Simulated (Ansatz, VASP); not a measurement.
C: VASP beside Ansatz

```xyz
1
Lattice="1.7761 0.0000 0.0000 0.0000 1.7761 0.0000 0.0000 0.0000 1.7761" Properties=species:S:1:pos:R:3 pbc="T T T"
C     0.0000    0.0000    0.0000
```

Alike in both runs: functional PBE; k mesh 30 × 30 × 30; occupations gaussian, width 0.1 eV; no spin polarisation.

Ansatz relaxed the structure, and its values are those at the end. VASP's run is a single point on that final structure, the one shown.

```csv
,VASP,Ansatz
version,VASP 6.6.1,Ansatz 0.2.0
potentials or method,"VASP PAW PBE potentials, release 64 (C)","scalar-relativistic, plane waves, PAW"
plane-wave cutoff (eV),520,420
valence electrons in the cell,4,4
```

Ansatz gave:

- gap on the k mesh at the Fermi level (eV): none
- pressure (GPa): 0.0

Question: What did VASP give for the same quantities?

Answer: gap on the k mesh at the Fermi level (eV): none; pressure (GPa): 0.2.

A gap of «none» marks a metal or a gap that the smearing closes. With one functional, cell and mesh, what is left measures potentials, basis and numerics.
